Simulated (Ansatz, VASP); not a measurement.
**Two plane-wave programs on Pd**

```
CELL_PARAMETERS angstrom
0.02431 1.94490 1.94490
1.96921 0.00000 1.96921
1.94490 1.94490 0.02431
ATOMIC_POSITIONS crystal
Pd 0.00000 0.00000 0.00000
```

Change from the starting cell: strain +0.0250 x Voigt [0, 0, 0, 0, 1, 0], atoms carried along.

Alike in both runs: task single point; functional PBEsol; k mesh 20 × 20 × 20; occupations gaussian, width 0.15 eV; no spin polarisation.

|  | VASP | Ansatz |
| --- | --- | --- |
| version | VASP 6.6.1 | Ansatz 0.2.0 |
| potentials or method | VASP PAW PBE potentials, release 64 (Pd) | scalar-relativistic, plane waves, PAW |
| plane-wave cutoff (eV) | 520 | 420 |
| valence electrons in the cell | 10 | 18 |

Ansatz gave:

```
gap on the k mesh at the Fermi level (eV)       : none
pressure (GPa)                                  : -2.0
largest component of the traceless stress (GPa) : 1.92
```

Question: Which values does VASP return?

Answer: gap on the k mesh at the Fermi level (eV): none; pressure (GPa): -2.3; largest component of the traceless stress (GPa): 1.92.

A gap of «none» marks a metal or a gap that the smearing closes. With one functional, cell and mesh, what is left measures potentials, basis and numerics. The two sets of potentials don't hold the same shells in valence.

Caveats: the PAW data sets were made with another functional, which shifts forces and pressure a little (VASP).
